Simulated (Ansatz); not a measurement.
Runs of Ansatz 0.2.0 on AgCl (Chlorargyrite). Symmetry: Fm-3m, No. 225, cubic system. The conventional cell has a = 5.470 Å, b = 5.470 Å, c = 5.470 Å, α = 90.00°, β = 90.00°, γ = 90.00°. Ag (site symmetry m-3m) is surrounded by 6 Cl at 2.73 Å. Cl (site symmetry m-3m) is surrounded by 6 Ag at 2.73 Å. 

```tsv
task	level	potentials or basis	k mesh	cutoff (eV)	basis error allowed	gap on the mesh (eV)	pressure (GPa)
single point	PBEsol	all-electron LAPW, scalar-relativistic	8 × 8 × 8	217	0.001 eV/atom	0.73	-0.7
phonons	PBE	all-electron LAPW, scalar-relativistic	8 × 8 × 8	231	0.001 eV/atom	0.91	-
single point	PBE0	all-electron PAW datasets made for the crystal	6 × 6 × 6	290	-	3.10	-
single point	PBEsol	all-electron PAW datasets made for the crystal	6 × 6 × 6	260	-	0.73	-0.7
single point	PBE	all-electron PAW datasets made for the crystal	6 × 6 × 6	260	-	0.91	(a)
```

Alike in all rows: no spin polarisation; cell as given; smearing fermi-dirac 0.05 eV.

Task: Estimate the missing entries.

Result: (a) 3.9.

A k mesh can miss the band edges, and the runs leave out spin-orbit coupling on Ag.

Not every run made on this cell is shown here.
